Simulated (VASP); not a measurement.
Set up this calculation in VASP 6.6.1, as the native input.

```
Task                               : band structure
Functional                         : PBE0
Potentials or basis                : VASP PAW PBE potentials, release 64 (B, As)
Cutoff                             : 450 eV
k mesh                             : 8 × 8 × 8
Occupations                        : gaussian, width 0.02 eV
Spin                               : no spin polarisation
Grid for exact exchange (PRECFOCK) : Fast
Exchange at q = 0                  : truncated
Further INCAR settings             : ALGO = Normal; EDIFF = 1e-06
```

Crystal: BAs.

```xyz
2
Lattice="0.0000 2.4082 2.4082 2.4082 0.0000 2.4082 2.4082 2.4082 0.0000" Properties=species:S:1:pos:R:3 pbc="T T T"
B     3.6123    3.6123    3.6123
As    0.0000    0.0000    0.0000
```

The cell is a database's computed one.

One way to write it, as run:

POSCAR

```
BAs                                     
1.0
    0.0000000000      2.4081689825      2.4081689825
    2.4081689825      0.0000000000      2.4081689825
    2.4081689825      2.4081689825      0.0000000000
  B               As            
     1     1
Direct
     0.7500000000000000    0.7500000000000000    0.7500000000000000
     0.0000000000000000    0.0000000000000000    0.0000000000000000
```

INCAR.step1

```
SYSTEM = BAs
ALGO = Normal
EDIFF = 1E-5
ENCUT = 450
GGA = PE
ISIF = 2
ISMEAR = 0
KPAR = 2
LASPH = .True.
LCHARG = .False.
LREAL = .False.
LWAVE = .True.
NELM = 120
PREC = Accurate
SIGMA = 0.02
```

INCAR.step2

```
SYSTEM = BAs
AEXX = 0.25
ALGO = Normal
EDIFF = 1E-6
ENCUT = 450
GGA = PE
HFRCUT = -1
ISIF = 2
ISMEAR = 0
ISTART = 1
KPAR = 2
LASPH = .True.
LCHARG = .False.
LHFCALC = .True.
LREAL = .False.
LWAVE = .False.
NELM = 120
PREC = Accurate
PRECFOCK = Fast
SIGMA = 0.02
```

KPOINTS

```
k-points
0
Gamma
  8 8 8
  0 0 0
```

KPOINTS_OPT

```
path GXWKGLUWLK,UX
10
line-mode
reciprocal
 0.0000000000  0.0000000000  0.0000000000  G
 0.5000000000  0.0000000000  0.5000000000  X

 0.5000000000  0.0000000000  0.5000000000  X
 0.5000000000  0.2500000000  0.7500000000  W

 0.5000000000  0.2500000000  0.7500000000  W
 0.3750000000  0.3750000000  0.7500000000  K

 0.3750000000  0.3750000000  0.7500000000  K
 0.0000000000  0.0000000000  0.0000000000  G

 0.0000000000  0.0000000000  0.0000000000  G
 0.5000000000  0.5000000000  0.5000000000  L

 0.5000000000  0.5000000000  0.5000000000  L
 0.6250000000  0.2500000000  0.6250000000  U

 0.6250000000  0.2500000000  0.6250000000  U
 0.5000000000  0.2500000000  0.7500000000  W

 0.5000000000  0.2500000000  0.7500000000  W
 0.5000000000  0.5000000000  0.5000000000  L

 0.5000000000  0.5000000000  0.5000000000  L
 0.3750000000  0.3750000000  0.7500000000  K

 0.6250000000  0.2500000000  0.6250000000  U
 0.5000000000  0.0000000000  0.5000000000  X
```

Potentials or basis: VASP PAW PBE potentials, release 64 (B, As).

Launch:

```bash
$ cat potpaw_PBE.64/B/POTCAR potpaw_PBE.64/As/POTCAR > POTCAR
$ cp INCAR.step1 INCAR
$ mpirun -np 2 vasp_std > vasp.out
$ cp INCAR.step2 INCAR
$ mpirun -np 2 vasp_std > vasp.out
```

It gave:

```yaml
Pressure: -4.1 GPa
Band_gap_on_the_k_mesh: 2.54 eV, indirect (least direct gap 4.74 eV)
Band_gap_along_the_path: 2.53 eV, indirect (least direct gap 4.74 eV)
```

Caveat: the PAW data sets were made with another functional, which shifts forces and pressure a little.

Run time: 22 min on 2 MPI ranks on AMD EPYC 7R43 64-Core Processor (Zen 3), with other jobs on the host, peak memory 0.18 GiB a rank.
